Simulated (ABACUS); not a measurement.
# ZnS (F-43m) in ABACUS: further runs

The runs below take ZnS through single point, with MS2, TPSS.

Program: ABACUS 3.10.1. These are calculated values, not measurements. Logs are shortened: lines on timing, memory, paths and dates and some standing lists are left out, and cuts for length are marked.

**What was measured.**

“Electronic, vibrational, and thermodynamic properties of ZnS (zincblende and rocksalt structure)”, 2009, arxiv:0911.5022 quotes, for a bulk crystal of ZnS at 19 K: band gap 3.85 eV (direct).

How close the calculation comes is told below.

**1. Starting point**

The structure is cubic, space group F-43m (No. 216). Conventional cell: a = 5.404 Å, b = 5.404 Å, c = 5.404 Å, α = 90.00°, β = 90.00°, γ = 90.00°. Zn (site symmetry -43m) has 4 S at 2.34 Å as nearest neighbours. S (site symmetry -43m) has 4 Zn at 2.34 Å as nearest neighbours.

**2. Single point, MS2**

Input file run_abacus.py:

```python
"""ABACUS run from a structure file: ASE reads it, the script writes STRU, KPT and INPUT."""
import re
import subprocess
from ase.io import read
from ase.units import Bohr

atoms = read("POSCAR")
atoms = atoms[(-atoms.numbers).argsort(kind="stable")]  # ABACUS lists atoms element by element
pseudo = {'Zn': 'Zn_ONCV_PBE-1.2.upf', 'S': 'S_ONCV_PBE-1.2.upf'}
orbital = {}
magmoms = None
kmesh = [6, 6, 6]
params = {
    'suffix': 'ZnS',
    'calculation': 'scf',
    'basis_type': 'pw',
    'pseudo_dir': './',
    'symmetry': 1,
    'dft_functional': 'MGGA_X_MS2+GGA_C_REGTPSS',
    'ecutwfc': 97,
    'pseudo_rcut': 10,
    'nspin': 1,
    'nbands': 23,
    'ks_solver': 'dav',
    'smearing_method': 'fd',
    'smearing_sigma': 0.00367493,
    'scf_thr': 1e-08,
    'scf_nmax': 100,
    'mixing_type': 'broyden',
    'mixing_beta': 0.7,
    'cal_force': 1,
    'cal_stress': 1,
    'mixing_tau': 1,
    'out_chg': 1,
    'out_pot': 2,
    'out_elf': 1,
}

symbols = atoms.get_chemical_symbols()
elements = list(dict.fromkeys(symbols))
lines = ["ATOMIC_SPECIES"] + [f"{e} {atoms.get_masses()[symbols.index(e)]:.4f} {pseudo[e]}" for e in elements]
if orbital:
    lines += ["", "NUMERICAL_ORBITAL"] + [orbital[e] for e in elements]
lines += ["", "LATTICE_CONSTANT", f"{1 / Bohr:.10f}", "", "LATTICE_VECTORS"]
lines += [" ".join(f"{x:.10f}" for x in v) for v in atoms.cell]
lines += ["", "ATOMIC_POSITIONS", "Direct"]
for e in elements:
    lines += ["", e, "0.0", str(symbols.count(e))]
    for i, p in enumerate(atoms.get_scaled_positions(wrap=False)):
        if symbols[i] == e:
            mag = "" if magmoms is None else " mag " + " ".join(str(x) for x in (magmoms[i] if isinstance(magmoms[i], list) else [magmoms[i]]))
            lines.append(" ".join(f"{x:.10f}" for x in p) + " 1 1 1" + mag)
open("STRU", "w").write("\n".join(lines) + "\n")
open("KPT", "w").write("K_POINTS\n0\nGamma\n%d %d %d 0 0 0\n" % tuple(kmesh))
open("INPUT", "w").write("INPUT_PARAMETERS\n" + "".join(f"{k:<20s}{v}\n" for k, v in params.items()))

done = subprocess.run(['mpirun', '-np', '4', 'abacus'])
if done.returncode:
    raise SystemExit(done.returncode)
log = open("OUT.ZnS/running_scf.log").read()
print("final energy (eV):", re.findall(r"FINAL_ETOT_IS (\S+)", log))
```

Input file POSCAR:

```
ZnS
1.0
    0.0000000000      2.7020000000      2.7020000000
    2.7020000000      0.0000000000      2.7020000000
    2.7020000000      2.7020000000      0.0000000000
Zn S
1 1
Direct
    0.7500000000      0.7500000000      0.7500000000
    0.0000000000      0.0000000000      0.0000000000
```

Potentials or basis: SG15 ONCV 1.2 PBE, plane waves.

Started as:

```console
> OMP_NUM_THREADS=1 python run_abacus.py > log
```

running log:

```text
ABACUS v3.10.1

               Atomic-orbital Based Ab-initio Computation at UStc

 ------------------------------------------------------------------------------------

 READING GENERAL INFORMATION
                           global_out_dir = OUT.ZnS/
                           global_in_card = INPUT
                               pseudo_dir = ./
                              orbital_dir =
                                    DSIZE = 4
                                    GSIZE = 1

 READING UNITCELL INFORMATION
                                    ntype = 2
                  lattice constant (Bohr) = 1.88973
              lattice constant (Angstrom) = 1

 READING ATOM TYPE 1
                               atom label = Zn
                      L=0, number of zeta = 1
                      L=1, number of zeta = 1
                      L=2, number of zeta = 1
             number of atom for this type = 1

 READING ATOM TYPE 2
                               atom label = S
                      L=0, number of zeta = 1
                      L=1, number of zeta = 1
                      L=2, number of zeta = 1
             number of atom for this type = 1

                        TOTAL ATOM NUMBER = 2
DIRECT COORDINATES
    atom                   x                   y                   z     mag                  vx                  vy                  vz
taud_Zn1            0.7500000000        0.7500000000        0.7500000000  0.0000        0.0000000000        0.0000000000        0.0000000000
taud_S1            0.0000000000        0.0000000000        0.0000000000  0.0000        0.0000000000        0.0000000000        0.0000000000

                          Volume (Bohr^3) = 266.246
                             Volume (A^3) = 39.4535

 Lattice vectors: (Cartesian coordinate: in unit of a_0)
                   +0              +2.702              +2.702
               +2.702                  +0              +2.702
               +2.702              +2.702                  +0
 Reciprocal vectors: (Cartesian coordinate: in unit of 2 pi/a_0)
            -0.185048           +0.185048           +0.185048
            +0.185048           -0.185048           +0.185048
            +0.185048           +0.185048           -0.185048
 The esolver type has been set to : ksdft_pw

                PAO radial cut off (Bohr) = 10

 Read in pseudopotential file is Zn_ONCV_PBE-1.2.upf
                     pseudopotential type = NC
          exchange-correlation functional = PBE
                 nonlocal core correction = 0
                        valence electrons = 20
                                     lmax = 2
                           number of zeta = 0
                     number of projectors = 6
                           L of projector = 0
                           L of projector = 0
                           L of projector = 1
                           L of projector = 1
                           L of projector = 2
                           L of projector = 2
 XC functional updated to : MGGA_X_MS2+GGA_C_REGTPSS
          exchange-correlation functional = MGGA_X_MS2+GGA_C_REGTPSS
                PAO radial cut off (Bohr) = 10

 Read in pseudopotential file is S_ONCV_PBE-1.2.upf
                     pseudopotential type = NC
          exchange-correlation functional = PBE
                 nonlocal core correction = 0
                        valence electrons = 6
                                     lmax = 1
                           number of zeta = 0
                     number of projectors = 4
                           L of projector = 0
                           L of projector = 0
                           L of projector = 1
                           L of projector = 1
 XC functional updated to : MGGA_X_MS2+GGA_C_REGTPSS
          exchange-correlation functional = MGGA_X_MS2+GGA_C_REGTPSS
     initial pseudo atomic orbital number = 0

 SETUP THE ELECTRONS NUMBER
            electron number of element Zn = 20
      total electron number of element Zn = 20
             electron number of element S = 6
       total electron number of element S = 6
            AUTOSET number of electrons:  = 26
                           occupied bands = 13
                                   NBANDS = 23
                                   NLOCAL = 18

%%%%%%%%%%%%%%%%%%%%%%%%%%%%%%%%%%%%%%%%%%%%%%%%%%%%%%%%%%%%%%%%%%%%%%%%%%%%%%%%%%%%%%%%%%%%%%%%%%%%%%%%%%
 Warning: the number of valence electrons in pseudopotential > 12 for Zn: [Ar] 3d10 4s2
 Pseudopotentials with additional electrons can yield (more) accurate outcomes, but may be less efficient.
 If you're confident that your chosen pseudopotential is appropriate, you can safely ignore this warning.
%%%%%%%%%%%%%%%%%%%%%%%%%%%%%%%%%%%%%%%%%%%%%%%%%%%%%%%%%%%%%%%%%%%%%%%%%%%%%%%%%%%%%%%%%%%%%%%%%%%%%%%%%%

 SETUP THE PLANE WAVE BASIS
 energy cutoff for charge/potential (unit:Ry) = 388
            fft grid for charge/potential = [ 45, 45, 45 ]
[... 62 lines left out ...]
                              POINT GROUP = T_d
                                       C2 = 3
                                       C3 = 8
                                       C4 = 0
                                       C6 = 0
                                       S1 = 6
                                       S3 = 0
                                       S4 = 6
                                       S6 = 0
               POINT GROUP IN SPACE GROUP = T_d

 SETUP K-POINTS
                                    nspin = 1
                   Input type of k points = Monkhorst-Pack(Gamma)
                                   nkstot = 216
                       right hand lattice = 1
(for reciprocal lattice: )
                             BRAVAIS TYPE = 2
                     BRAVAIS LATTICE NAME = 02. Cubic I (body-centered)
                                    ibrav = 2
                       right hand lattice = 1
(for k-lattice: )
                             BRAVAIS TYPE = 2
                     BRAVAIS LATTICE NAME = 02. Cubic I (body-centered)
                                    ibrav = 2
                       right hand lattice = 1
                        ROTATION MATRICES = 48
                               nkstot_ibz = 16
K-POINTS REDUCTION ACCORDING TO SYMMETRY
     IBZ    DIRECT_X    DIRECT_Y    DIRECT_Z  WEIGHT  ibz2bz
       1  0.00000000  0.00000000  0.00000000  0.0046       0
       2  0.16666667  0.16666667  0.16666667  0.0370       1
       3  0.33333333  0.33333333  0.33333333  0.0370       2
       4  0.50000000  0.50000000  0.50000000  0.0185       3
       5  0.16666667  0.16666667  0.00000000  0.0278       7
       6  0.33333333  0.33333333  0.16666667  0.1111       8
[... 8 lines left out ...]
      15  0.50000000  0.33333333 -0.33333333  0.1111      52
      16  0.50000000  0.33333333 -0.16666667  0.0556      58

                               nkstot now = 16
[... K-POINTS DIRECT COORDINATES: 16 rows ...]

           k-point number in this process = 16
       minimum distributed K point number = 16
[... stars of the k points ...]

[... K-POINTS CARTESIAN COORDINATES: 16 rows ...]

[... K-POINTS DIRECT COORDINATES: 16 rows ...]

 SETUP PLANE WAVES FOR WAVE FUNCTIONS
     energy cutoff for wavefunc (unit:Ry) = 97
              fft grid for wave functions = [ 45, 45, 45 ]
                    number of plane waves = 5329
                         number of sticks = 409

 PARALLEL PW FOR WAVE FUNCTIONS
     PROC   COLUMNS(POT)             PW
        1            102           1332
        2            102           1332
        3            102           1332
        4            103           1333
 --------------- sum -------------------
        4            409           5329

 SETUP NONLOCAL PSEUDOPOTENTIALS IN PLANE WAVE BASIS
 Zn non-local projectors:
 projector 1 L=0
 projector 2 L=0
 projector 3 L=1
 projector 4 L=1
 projector 5 L=2
 projector 6 L=2
 S non-local projectors:
 projector 1 L=0
 projector 2 L=0
 projector 3 L=1
 projector 4 L=1
      TOTAL NUMBER OF NONLOCAL PROJECTORS = 26

 Init Non-Local PseudoPotential table :
 Init Non-Local-Pseudopotential done.

                                     npwx = 1071

 -------------------------------------------
 SELF-CONSISTENT
 -------------------------------------------
                                 init_chg = atomic

 PW ALGORITHM --------------- ION=   1  ELEC=   1--------------------------------
 Notice: Threshold on eigenvalues was too large.
 hsover_error=0.26 > DRHO=0.182391
 Origin diag ethr = 0.01
 New diag ethr = 0.000701505

 Density error is 0.14178907776
                          Error Threshold = 0.000701504848856
----------------------------------------------------------
     Energy           Rydberg                 eV
----------------------------------------------------------
 E_KohnSham     -417.6979130706      -5683.0716604687
 E_Harris       -425.0211355212      -5782.7092135179
 E_Fermi        0.7676725323         10.4447206376
----------------------------------------------------------
[... 87 lines left out ...]
 Density error is 4.23674654524e-09
                          Error Threshold = 3.29388534622e-10
----------------------------------------------------------
     Energy           Rydberg                 eV
----------------------------------------------------------
 E_KohnSham     -418.1491168179      -5689.2106023911
 E_KS(sigma->0) -418.1491168179      -5689.2106023911
 E_Harris       -418.1479459349      -5689.1946717103
 E_band         -44.3173759191       -602.9688329079
 E_one_elec     -335.3805041677      -4563.0858547929
 E_Hartree      169.7492442707       2309.5569532756
 E_xc           -37.9225442528       -515.9626844956
 E_Ewald        -214.5953126681      -2919.7190163781
 E_entropy(-TS) -0.0000000000        -0.0000000000
 E_descf        0.0000000000         0.0000000000
 E_exx          0.0000000000         0.0000000000
 E_Fermi        0.7868028328         10.7050017293
----------------------------------------------------------

 charge density convergence is achieved
 final etot is -5689.2106024 eV
 EFERMI = 10.705001729 eV
The vacuum level is 11.00118699 eV

 STATE ENERGY(eV) AND OCCUPATIONS    NSPIN == 1
 1/16 kpoint (Cartesian) = 0.0000 0.0000 0.0000 (1065 pws)
       1       -119.057     0.00925926
       2       -72.2169     0.00925926
       3       -72.2169     0.00925926
       4       -72.2169     0.00925926
       5       -5.24089     0.00925926
       6        3.20635     0.00925926
[... 140 lines left out ...]
      22        28.3237        0.00000
      23        29.4620        0.00000

[... levels at 10 further k points ...]

------------------------------------------------------------------------------------------
 TOTAL-FORCE (eV/Angstrom)
------------------------------------------------------------------------------------------
                       Zn1         0.0000000000         0.0000000000         0.0000000000
                        S1         0.0000000000         0.0000000000         0.0000000000
------------------------------------------------------------------------------------------

----------------------------------------------------------------
 TOTAL-STRESS (KBAR)
----------------------------------------------------------------
      1559.1813327188        -0.0000000000         0.0000000000
        -0.0000000000      1559.1813327188         0.0000000000
        -0.0000000000         0.0000000000      1559.1813327188
----------------------------------------------------------------
 TOTAL-PRESSURE: 1559.181333 KBAR

 --------------------------------------------
 !FINAL_ETOT_IS -5689.2106023910764634 eV
 --------------------------------------------
```

Wall time 26 s (4 MPI ranks of Intel Xeon 6975P-C (Granite Rapids), shared host); peak memory 0.36 GiB.

Results:

- Free energy: -5689.2106 eV
- Pressure: 155.9 GPa
- Band gap on the k mesh: 2.63 eV, direct

Caveat: a pressure of tens of GPa on the cell as given is suspect, and the run, the potentials or the cell itself is likely at fault; the potentials were made for another functional, which shifts forces and pressure.

**3. Single point, TPSS**

run_abacus.py, as its differences from that of step 2:

```diff
@@ -18,3 +18,3 @@
     'symmetry': 1,
-    'dft_functional': 'MGGA_X_MS2+GGA_C_REGTPSS',
+    'dft_functional': 'MGGA_X_TPSS+MGGA_C_TPSS',
     'ecutwfc': 97,
@@ -34,4 +34,3 @@
     'out_chg': 1,
-    'out_pot': 2,
-    'out_elf': 1,
+    'kpar': 4,
 }
```

POSCAR is that of step 2.

Potentials or basis: SG15 ONCV 1.2 PBE, plane waves.

Started as:

```console
> OMP_NUM_THREADS=1 python run_abacus.py > log
```

Wall time 35 s (4 MPI ranks of Intel Xeon Platinum 8488C (Sapphire Rapids), shared host); peak memory 0.44 GiB.

The run converged. Its results:

- Free energy: -5724.1536 eV
- Pressure: 2.4 GPa
- Band gap on the k mesh: 2.31 eV, direct

Levels at points of the mesh, in eV from the valence-band top:
```
           k point  band 9  band 10  band 11  band 12  band 13  band 14  band 15  band 16  band 17  band 18
(0.00, 0.00, 0.00)   -5.84    -5.84     0.00     0.00     0.00     2.31     6.70     6.70     6.70    12.01
(0.50, 0.50, 0.50)   -5.80    -5.64    -5.30    -0.87    -0.87     3.55     7.17     7.17     8.96    12.33
(0.50, 0.50, 0.00)   -5.76    -5.62    -4.53    -2.23    -2.23     3.48     4.30    11.17    12.36    12.36
```

Caveat: the potentials were made for another functional, which shifts forces and pressure.

**4. Against experiment**

Step 3. Against the measured gap of ZnS, 3.85 eV (direct; 19 K; quoted in “Electronic, vibrational, and thermodynamic properties of ZnS (zincblende and rocksalt structure)”, 2009, arxiv:0911.5022), the calculated 2.31 eV is off by -1.54 eV. The value is that of TPSS, without temperature or zero-point motion.
